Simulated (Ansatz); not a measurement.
# Trial inputs on Ag

All trials start from this Ansatz input:

```yaml
crystal:
  lattice:
    - [1.4730471633, 0.8504641762, 7.20465]
    - [-1.4730471633, 0.8504641762, 7.20465]
    - [0.0, -1.7009283525, 7.20465]
  atoms:
    - { symbol: Ag, position: [0.0, 0.0, 0.0] }
    - { symbol: Ag, position: [0.777719, 0.777719, 0.777719] }
    - { symbol: Ag, position: [0.222281, 0.222281, 0.222281] }
basis:
  ecutwfc: 420
kpoints:
  mp_grid: { grid: [6, 6, 6] }
hamiltonian:
  xc: pbe
scf:
  occupations: { method: gaussian, width: 0.1 }
output:
  forces: true
  stress: true
  eigenvalues: true
```

Command:

```bash
ansatz run input.yaml --threads 1 --pin off --max-ram 1331MiB --backend cpu --events-out ev --progress --plain --runs-dir out
```

The run converges in 6 SCF iterations on 32 irreducible k-points: pressure -0.12 GPa, largest force 0.005 eV/Å, no gap.

The inputs are trials, many of them unsound on purpose. Their numbers show the effect of the settings and aren't properties of the material. Each trial's input is given as a difference from the reference's; energies are extrapolated to zero smearing where there is one, and pressure is positive in compression.

**Question.** Trial 1:

```diff
 kpoints:
-  mp_grid: { grid: [6, 6, 6] }
+  mp_grid: { grid: [3, 3, 3] }
 scf:
-  occupations: { method: gaussian, width: 0.1 }
+  occupations: { method: methfessel_paxton, width: 0.12 }
+md:
+  timestep: 3.0
+  n_steps: 3
+  ensemble: nvt_nose_hoover
+  temperature: 100
+  initial_velocities: maxwell_boltzmann
+  seed: 57
```

How does this run end?

**Answer.** The trajectory runs its 3 steps, with temperatures 100, 101, 102, 101 K; at its end: pressure -3.56 GPa, largest force 0.071 eV/Å, no gap. It warns that the SCF threshold is loose for the stress.

**Question.** Trial 2:

```diff
 hamiltonian:
-  xc: pbe
+  xc: blyp
 scf:
+  convergence: { dr2_threshold: "1e-5 eV" }
 output:
-  forces: true
+  forces: false
```

What happens?

**Answer.** The run converges in 6 SCF iterations on 32 irreducible k-points: pressure 6.42 GPa, no gap. It warns that the SCF threshold is loose for the stress.

**Question.** Trial 3 (volume scaled):

```diff
 crystal:
   lattice:
-    - [1.4730471633, 0.8504641762, 7.20465]
-    - [-1.4730471633, 0.8504641762, 7.20465]
-    - [0.0, -1.7009283525, 7.20465]
+    - [1.4137330373, 0.8162191497, 6.9145455634]
+    - [-1.4137330373, 0.8162191497, 6.9145455634]
+    - [0.0, -1.6324382994, 6.9145455634]
 scf:
+  convergence: { dr2_threshold: "1e-12 eV" }
```

What happens?

**Answer.** The run converges in 10 SCF iterations on 32 irreducible k-points: energy 85.1 meV per atom above the reference, pressure 15.00 GPa, largest force 0.003 eV/Å, no gap.